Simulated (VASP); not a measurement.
# A VASP 6.6.1 single-point calculation on LiCl

INCAR

```
LREAL = .FALSE.
LCHARG = .FALSE.
IBRION = -1
LWAVE = .FALSE.
LASPH = .TRUE.
METAGGA = RSCAN
NSW = 0
NELM = 120
ISMEAR = -1
NBANDS = 18
PREC = Accurate
ENCUT = 520
EDIFF = 1E-7
SIGMA = 0.02
ISIF = 2
```

KPOINTS

```
KPOINTS created by Atomic Simulation Environment
0
Gamma
12 12 4
0 0 0
```

POSCAR

```
Li Cl
 1.0000000000000000
     4.1040023739063267    0.0000000000288674    0.0000000000000000
    -2.0520011869781634    3.5541703129800877    0.0000000000000000
     0.0000000000000000    0.0000000000000000    6.5620748064000001
 Li  Cl
   2   2
Cartesian
  2.0520011869448300  1.1847234376792739  5.7612636568398505
 -0.0000000000166667  2.3694468753296802  2.4802262536398501
  2.0520011869448300  1.1847234376792739  3.2615957640349564
 -0.0000000000166667  2.3694468753296802  6.5426331672349560
```

The recommended PBE PAW datasets give the neutral cell 20 valence electrons.

Command

```
mpirun -np 1 vasp_std
```

OSZICAR

```
N       E                     dE             d eps       ncg     rms          rms(c)
DAV:   1     0.116699125295E+03    0.11670E+03   -0.88119E+03  2052   0.106E+03
DAV:   2    -0.170367617310E+02   -0.13374E+03   -0.12838E+03  2550   0.233E+02
DAV:   3    -0.335932387739E+02   -0.16556E+02   -0.16478E+02  3428   0.715E+01
DAV:   4    -0.343368481442E+02   -0.74361E+00   -0.73975E+00  3102   0.155E+01
DAV:   5    -0.343878621210E+02   -0.51014E-01   -0.51002E-01  3192   0.339E+00    0.330E+00
DAV:   6    -0.304979588652E+02    0.38899E+01   -0.79113E-01  2606   0.592E+00    0.317E+00
DAV:   7    -0.304968609573E+02    0.10979E-02   -0.22757E-01  2542   0.251E+00    0.172E+00
DAV:   8    -0.305158963286E+02   -0.19035E-01   -0.11146E-02  2448   0.795E-01    0.555E-01
DAV:   9    -0.305202838237E+02   -0.43875E-02   -0.80199E-03  2318   0.639E-01    0.141E-01
DAV:  10    -0.305210966487E+02   -0.81283E-03   -0.91103E-04  3216   0.207E-01    0.470E-02
DAV:  11    -0.305215204175E+02   -0.42377E-03   -0.19332E-04  2232   0.955E-02    0.141E-02
DAV:  12    -0.305215342045E+02   -0.13787E-04   -0.22386E-05  3028   0.291E-02    0.894E-03
DAV:  13    -0.305215193069E+02    0.14898E-04   -0.22509E-06  2598   0.893E-03    0.249E-03
DAV:  14    -0.305215060664E+02    0.13241E-04   -0.29214E-07  3018   0.363E-03    0.160E-03
DAV:  15    -0.305215026975E+02    0.33689E-05   -0.34041E-08  1702   0.171E-03    0.705E-04
DAV:  16    -0.305215038372E+02   -0.11397E-05   -0.18516E-08  1308   0.841E-04    0.274E-04
DAV:  17    -0.305215049109E+02   -0.10736E-05   -0.24735E-09  1194   0.446E-04    0.852E-05
DAV:  18    -0.305215057333E+02   -0.82241E-06   -0.91145E-10  1148   0.270E-04    0.372E-05
DAV:  19    -0.305215053098E+02    0.42346E-06   -0.21201E-10  1138   0.144E-04    0.302E-05
DAV:  20    -0.305215054387E+02   -0.12891E-06   -0.83660E-11  1118   0.660E-05    0.450E-06
DAV:  21    -0.305215054190E+02    0.19701E-07   -0.34790E-11  1108   0.438E-05
   1 F= -.30521505E+02 E0= -.30521505E+02  d E =-.213138E-12
```

Standard output (part)

```
POSCAR found type information on POSCAR LiCl
 POSCAR found :  2 types and       4 ions
 LDA part: xc-table for (None), standard interpolation
 POSCAR, INCAR and KPOINTS ok, starting setup
 WAVECAR not read
 entering main loop
```

From OUTCAR

```
k-points           NKPTS =     57   k-points in BZ     NKDIM =     57   number of bands    NBANDS=     18

   NELECT =      20.0000    total number of electrons

   dimension x,y,z NGX =    32 NGY =   32 NGZ =   50
   dimension x,y,z NGXF=    64 NGYF=   64 NGZF=  100

  energy-cutoff  :      520.00
  volume of cell :       95.72
      direct lattice vectors                 reciprocal lattice vectors
     4.104002374  0.000000000  0.000000000     0.243664576  0.140679809  0.000000000
    -2.052001187  3.554170313  0.000000000    -0.000000000  0.281359618  0.000000000
     0.000000000  0.000000000  6.562074806     0.000000000  0.000000000  0.152390826

 k-points in reciprocal lattice and weights: KPOINTS created by Atomic Simulation Env
   0.00000000  0.00000000  0.00000000       0.002
   0.08333333 -0.00000000  0.00000000       0.010
   0.16666667  0.00000000  0.00000000       0.010
   0.25000000  0.00000000  0.00000000       0.010
   0.33333333  0.00000000  0.00000000       0.010
   0.41666667  0.00000000  0.00000000       0.010
   0.50000000  0.00000000  0.00000000       0.005
   0.08333333  0.08333333  0.00000000       0.010
   ...

 E-fermi :  -1.9008

 k-point     1 :       0.0000    0.0000    0.0000
  band No.  band energies     occupation
      1     -46.8917      2.00000
      2     -46.8910      2.00000
      3     -15.4135      2.00000
      4     -15.1932      2.00000
      5      -4.0504      2.00000
      6      -2.7136      2.00000
      7      -2.7136      2.00000
      8      -2.4565      2.00000
      9      -2.4564      2.00000
     10      -2.3898      2.00000
     11       3.7369      0.00000
     12       6.1216      0.00000
     13       8.1559      0.00000
     14       8.1563      0.00000
     15       8.3972      0.00000
     16       8.6718      0.00000
     17       9.0221      0.00000
     18       9.0226      0.00000

 k-point     2 :       0.0833   -0.0000    0.0000
  band No.  band energies     occupation
      1     -46.8917      2.00000
      2     -46.8910      2.00000
      3     -15.4024      2.00000
      4     -15.1885      2.00000
      5      -4.0194      2.00000
      6      -2.7956      2.00000
      7      -2.7463      2.00000
      8      -2.5507      2.00000
      9      -2.4684      2.00000
     10      -2.4060      2.00000
     11       3.8883      0.00000
     12       6.2703      0.00000
     13       8.0609      0.00000
     14       8.2017      0.00000
     15       8.2621      0.00000
     16       8.7626      0.00000
     17       9.0599      0.00000
     18       9.1427      0.00000

 k-point     3 :       0.1667    0.0000    0.0000
  band No.  band energies     occupation
      1     -46.8916      2.00000
      2     -46.8909      2.00000
      3     -15.3712      2.00000
      4     -15.1762      2.00000
      5      -3.9303      2.00000
      6      -3.0179      2.00000
      7      -2.8300      2.00000
      8      -2.7821      2.00000
      9      -2.5044      2.00000
     10      -2.4552      2.00000
     11       4.2893      0.00000
     12       6.6295      0.00000
     13       7.6945      0.00000
     14       7.9742      0.00000
     15       8.5120      0.00000
     16       8.8764      0.00000
     17       9.1331      0.00000
     18       9.4652      0.00000

 ...

  Total       -1.9917718     -1.9917718     -1.9674370     -0.0000000     -0.0000000      0.0000000
  in kB      -33.3398124    -33.3398124    -32.9324766     -0.0000000     -0.0000000      0.0000000
  external PRESSURE =     -33.2040338 kB  Pullay stress =       0.0000000 kB

 POSITION                                       TOTAL-FORCE (eV/Angst)
 -----------------------------------------------------------------------------------
      2.05200      1.18472      5.76126         0.000000     -0.000000     -0.034112
     -0.00000      2.36945      2.48023        -0.000000      0.000000     -0.034112
      2.05200      1.18472      3.26160         0.000000      0.000000      0.034112
     -0.00000      2.36945      6.54263         0.000000      0.000000      0.034112
 -----------------------------------------------------------------------------------
    total drift:                                0.000000      0.000000     -0.131267

  FREE ENERGIE OF THE ION-ELECTRON SYSTEM (eV)
  ---------------------------------------------------
  free  energy   TOTEN  =       -30.5215054190 eV

  energy  without entropy=      -30.5215054190  energy(sigma->0) =      -30.52150542
```

It converged. Results: gap between bands v and c on the k mesh 6.13 eV; least direct gap on the k mesh 6.13 eV; pressure -3.3 GPa; largest force 0.03 eV/Å. Band v is the last that the valence electrons fill when counted band by band, and c is the next.

For comparison, a separate PBE run of the intended cell, on usual settings and not on those above, gives a gap of 5.53 eV on its mesh and a pressure of -2.5 GPa.

The run above took about 4.5 min on one core of a shared host (Intel Xeon Platinum 8488C) and held 0.26 GiB at most.
